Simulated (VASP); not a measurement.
# PbO: single point with PBE

Crystal: PbO.

```
CELL_PARAMETERS angstrom
3.17937 0.00000 0.00000
0.00000 3.17937 0.00000
0.00000 0.00000 3.26998
ATOMIC_POSITIONS crystal
Pb 0.00000 0.00000 0.00000
O 0.50000 0.50000 0.50000
```

The cell was built by a generator and needn't be a form met in nature.

The cell isn't the ideal one: uniaxial_z strain +2.9%.

| Quantity | Value |
| --- | --- |
| Program | VASP 6.6.1 |
| Task | single point |
| Functional | PBE |
| Potentials or basis | VASP PAW PBE potentials, release 64 (Pb_d, O) |
| Cutoff | 520 eV |
| k mesh | 8 × 8 × 8 |
| Occupations | fermi-dirac, width 0.02 eV |
| Spin | no spin polarisation |

```yaml
Pressure: 0.4 GPa
Band_gap_on_the_k_mesh: 0.35 eV, indirect (least direct gap 0.53 eV)
```

Stress tensor (GPa, compression positive):
```
 2.10  0.00  0.00
 0.00  2.10  0.00
 0.00  0.00 -3.01
```

Levels at points of the mesh, in eV from the valence-band top:
| k point | band 6 | band 7 | band 8 | band 9 | band 10 | band 11 | band 12 | band 13 | band 14 | band 15 |
| --- | --- | --- | --- | --- | --- | --- | --- | --- | --- | --- |
| (0.00, 0.00, 0.00) | -16.12 | -8.30 | -1.82 | -1.53 | -1.53 | 8.17 | 8.67 | 8.67 | 9.51 | 9.99 |
| (0.50, 0.00, 0.00) | -16.10 | -8.82 | -0.95 | -0.78 | -0.47 | 0.35 | 7.35 | 8.16 | 11.05 | 13.14 |
| (0.50, 0.50, 0.00) | -15.16 | -5.66 | -4.28 | -4.28 | -0.94 | 3.83 | 3.83 | 9.54 | 10.22 | 15.98 |
| (0.00, 0.00, 0.50) | -16.10 | -9.14 | -0.81 | -0.81 | -0.15 | 0.38 | 7.84 | 7.84 | 11.26 | 13.27 |
| (0.50, 0.00, 0.50) | -15.15 | -6.01 | -4.42 | -4.32 | -0.78 | 3.83 | 4.23 | 9.90 | 10.75 | 15.89 |
| (0.50, 0.50, 0.50) | -15.76 | -3.42 | -2.08 | -2.08 | -2.05 | 0.71 | 0.71 | 1.11 | 12.84 | 13.36 |

Wall time 12 s on 1 thread of Intel(R) Xeon(R) 6975P-C (Granite Rapids) (shared host), peak memory 0.16 GiB.

Caveat: spin-orbit coupling is left out, which as a rule narrows the gap of such compounds by several tenths of an eV. A k mesh can miss the band edges.
